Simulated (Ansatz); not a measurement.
# BN: an axial (c/a) deformation path

An exercise on one series of results from a longer session: the logs are not shown, and one member is left open.

Method: DFT PBEsol, scalar-relativistic, plane waves, PAW, in Ansatz 0.2.0.

### Starting point

Symmetry: P-6m2, No. 187, hexagonal system. The conventional cell has a = 2.510 Å, b = 2.510 Å, c = 6.690 Å, α = 90.00°, β = 90.00°, γ = 120.00°. B (site symmetry -6m2) is surrounded by 3 N at 1.45 Å. N (site symmetry -6m2) has 3 B at 1.45 Å as nearest neighbours.

Coordinates:

```xyz
4
Lattice="2.5100 0.0000 0.0000 -1.2550 2.1737 0.0000 0.0000 0.0000 6.6900" Properties=species:S:1:pos:R:3 pbc="T T T"
B     0.0000    0.0000    3.3450
B     0.0000    1.4491    0.0000
N     0.0000    0.0000    0.0000
N     1.2550    0.7246    3.3450
```

No relaxation comes first: the listed cell is the starting point.

The first run:

At fixed volume and fractional coordinates, lengths along (0.000, 0.000, 1.000) are scaled against those across it; ρ is that ratio over its starting value.

input.yaml reads:

```yaml
crystal:
  lattice:
    - [2.6497229315, 0.0, 0.0]
    - [-1.3248614658, 2.2947273717, 0.0]
    - [0.0, 0.0, 6.0030514872]
  atoms:
    - { symbol: B, position: [0.0, 0.0, 0.5] }
    - { symbol: B, position: [0.3333333333, 0.6666666667, 0.0] }
    - { symbol: "N", position: [0.0, 0.0, 0.0] }
    - { symbol: "N", position: [0.6666666667, 0.3333333333, 0.5] }
basis:
  ecutwfc: 420
kpoints:
  mp_grid: { grid: [12, 12, 4] }
hamiltonian:
  xc: pbesol
scf:
  occupations: { method: gaussian, width: 0.05 }
output:
  forces: true
  stress: true
  eigenvalues: true
```

Started as:

```sh
ansatz run input.yaml --threads 1 --pin off --max-ram 1228MiB --backend cpu --events-out ev --progress --plain --runs-dir out
```

Steps of the session up to this table: At ρ = 0.850; At ρ = 1.200; ρ = 0.920; At ρ = 1.100; ρ = 0.960; At ρ = 1.050; At ρ = 0.800; At ρ = 1.300.

One table of the session follows, with a row left open; its other results are not shown here.

It belongs to the step «The scan collected». 

```
    ρ  ΔE (meV/atom)  pressure (GPa)  gap on the mesh (eV)
0.800          339.8           -42.7                  3.31
0.850          189.8           -33.5                  3.64
0.920              ?               ?                     ?
0.960           16.1           -10.5                  4.17
1.000            0.0            -1.4                  4.27
1.050           11.1            10.3                  4.40
1.100           54.4            22.5                  4.52
1.200          227.7            47.6                  4.32
1.300          504.0            73.5                  4.06
```

Q: Estimate the row for ρ = 0.920 from the others.

Worked estimate for «ΔE (meV/atom)». A straight line through the neighbours (0.850, 189.8) and (0.960, 16.1) gives 189.8 + (16.1 − 189.8) × (0.920 − 0.850) / (0.960 − 0.850) = 79.3; a parabola fitted to 4 rows on both sides gives 55.1.

The run gave: ΔE (meV/atom): 56.2; pressure (GPa): -19.2; gap on the mesh (eV): 4.03. In «ΔE (meV/atom)» the line misses by +23.1 and the parabola by -1.1.
